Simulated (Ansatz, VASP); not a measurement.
## Rb in VASP and in Ansatz

INCAR

```
SYSTEM = Rb
  ALGO = Fast
  EDIFF = 1E-7
  ENCUT = 520
  GGA = PE
  ISIF = 2
  ISMEAR = 0
  LASPH = .True.
  LCHARG = .False.
  LREAL = .False.
  LWAVE = .False.
  NBANDS = 10
  NELM = 100
  PREC = Accurate
  SIGMA = 0.1
```

The input KPOINTS:

```
k-points
0
Gamma
  4 4 4
  0 0 0
```

Contents of POSCAR:

```
Rb
1.0
    0.0000000000      3.6398846700      3.6398846700
    3.6398846700      0.0000000000      3.6398846700
    3.6398846700      3.6398846700      0.0000000000
Rb
1
Direct
    0.0000000000      0.0000000000      0.0000000000
```

Input for Ansatz:

```yaml
crystal:
  lattice:
    - [0.0, 3.63988467, 3.63988467]
    - [3.63988467, 0.0, 3.63988467]
    - [3.63988467, 3.63988467, 0.0]
  atoms:
    - { symbol: Rb, position: [0.0, 0.0, 0.0] }
basis:
  ecutwfc: 420
kpoints:
  mp_grid: { grid: [4, 4, 4] }
hamiltonian:
  xc: pbe
scf:
  occupations: { method: gaussian, width: 0.1 }
output:
  forces: true
  stress: true
  eigenvalues: true
```

Alike in both runs: task single point; functional PBE; k mesh 4 × 4 × 4; occupations gaussian, width 0.1 eV; no spin polarisation.

|  | VASP | Ansatz |
| --- | --- | --- |
| version | VASP 6.6.1 | Ansatz 0.2.0 |
| potentials or method | VASP PAW PBE potentials, release 64 (Rb_sv) | scalar-relativistic, plane waves, PAW |
| plane-wave cutoff (eV) | 520 | 420 |
| valence electrons in the cell | 9 | 9 |

```tsv
	VASP	Ansatz	Ansatz less VASP
gap on the k mesh at the Fermi level (eV)	none	none	-
pressure (GPa)	-0.1	-0.1	0.00
```

A gap of «none» marks a metal or a gap that the smearing closes. The functional is the same, so the differences come from potentials, cutoffs and numerics.

Caveats: the k mesh is coarse (spacing up to 0.37 Å⁻¹), so the values aren't converged.
